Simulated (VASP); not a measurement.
CsPbBr3, 5 atoms in the cell. It takes space group Pm-3m (No. 221, cubic). Conventional cell: a = 5.870 Å, b = 5.870 Å, c = 5.870 Å, α = 90.00°, β = 90.00°, γ = 90.00°. Pb (site symmetry m-3m) is surrounded by 6 Br at 2.94 Å. Around Cs (site symmetry m-3m) lie 12 Br at 4.15 Å. Around Br (site symmetry 4/mmm) lie 2 Pb at 2.94 Å. Measurements of this composition are mostly on another form, of space group No. 62.

```yaml
Program: VASP 6.6.1
Task: relaxation of cell and atoms
Functional: LDA
Potentials_or_basis: VASP PAW LDA potentials, release 64 (Pb_d, Cs_sv, Br)
Cutoff: 600 eV
k_mesh: 4 × 4 × 4
Occupations: gaussian, width 0.02 eV
Spin: no spin polarisation
Ladder: gaps
Further_INCAR_settings: ALGO = Normal; EDIFF = 1e-06; IBRION = 2; EDIFFG = -0.02; NSW = 60; ISIF = 3
```

Potentials or basis: VASP PAW LDA potentials, release 64 (Pb_d, Cs_sv, Br).

Run with:

```sh
$ cat potpaw_LDA.64/Pb_d/POTCAR potpaw_LDA.64/Cs_sv/POTCAR potpaw_LDA.64/Br/POTCAR > POTCAR
$ mpirun -np 2 vasp_std > vasp.out
```

Hardware: 2 MPI ranks on Intel(R) Xeon(R) Platinum 8259CL CPU @ 2.50GHz (Skylake/Cascade Lake), on a shared host.

Problem. Estimate the wall time of this run.

Solution. Wall time 62 s on 2 MPI ranks on Intel(R) Xeon(R) Platinum 8259CL CPU @ 2.50GHz (Skylake/Cascade Lake), with other jobs on the host, peak memory 0.3 GiB a rank. Counts: scf iterations 27, k points 10, ion steps 3.
